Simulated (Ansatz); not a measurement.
Input of an Ansatz 0.2.0 run:

input.yaml

```yaml
crystal:
  lattice:
    - [2.8672622327, 0.0, 0.0]
    - [-1.4336311163, 2.4831219328, 0.0]
    - [0.0, 0.0, 4.678083]
  atoms:
    - { symbol: Ti, position: [0.0, 0.0, 0.0] }
    - { symbol: Al, position: [0.3333333333, 0.6666666667, 0.5] }
hamiltonian:
  xc: pbesol
  pseudopotentials: { kind: paw }
kpoints:
  mp_grid: { grid: [11, 11, 6] }
scf:
  occupations: { method: fermi_dirac, width: 0.05 }
output:
  forces: true
  stress: true
  eigenvalues: true
  write_density: true
  write_potential: true
  elf: true
  volumetric_format: npy
relax:
  f_tol: 0.01
  max_steps: 40
  cell: { stress_tol: 0.05, p_target: 10.0 }
```

Potentials or basis: Ansatz PAW.

Run with:

```console
$ ansatz run input.yaml --threads 2 --pin off --max-ram 5632MiB --backend cpu --events-out ev --progress --plain --runs-dir out
```

Task: Predict the space group after relaxing (to 0.05 Å).

Result: P-6m2 (No. 187).

Task: What does it give for the relaxed volume?

Result: 15.00 Å³/atom.

Final structure:
```
Ti Al
1.0
     2.76570    0.00000    0.00000
    -1.38285    2.39517    0.00000
     0.00000    0.00000    4.52875
Ti Al
1 1
Direct
  0.00000 0.00000 0.00000
  0.33333 0.66667 0.50000
```

Caveat: the PAW data sets come from PBE, with cores solved anew for the run's functional, which leaves a small shift of forces and pressure.
